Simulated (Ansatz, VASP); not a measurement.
## Al: VASP beside Ansatz

```
Al
1.0
     0.00000    2.02003    2.02003
     2.02003    0.00000    2.02003
     2.02003    2.02003    0.00000
Al
1
Direct
  0.00000 0.00000 0.00000
```

Alike in both runs: functional PBE; k mesh 18 × 18 × 18; occupations gaussian, width 0.1 eV; no spin polarisation.

Ansatz relaxed the structure, and its values are those at the end. VASP's run is a single point on that final structure, the one shown.

|  | VASP | Ansatz |
| --- | --- | --- |
| version | VASP 6.6.1 | Ansatz 0.2.0 |
| potentials or method | VASP PAW PBE potentials, release 64 (Al) | scalar-relativistic, plane waves, PAW |
| plane-wave cutoff (eV) | 520 | 420 |
| valence electrons in the cell | 3 | 3 |

|  | VASP | Ansatz | Ansatz less VASP |
| --- | --- | --- | --- |
| gap on the k mesh at the Fermi level (eV) | none | none | - |
| pressure (GPa) | 0.0 | 0.0 | +0.01 |

A gap of «none» marks a metal or a gap that the smearing closes. With one functional, cell and mesh, what is left measures potentials, basis and numerics.
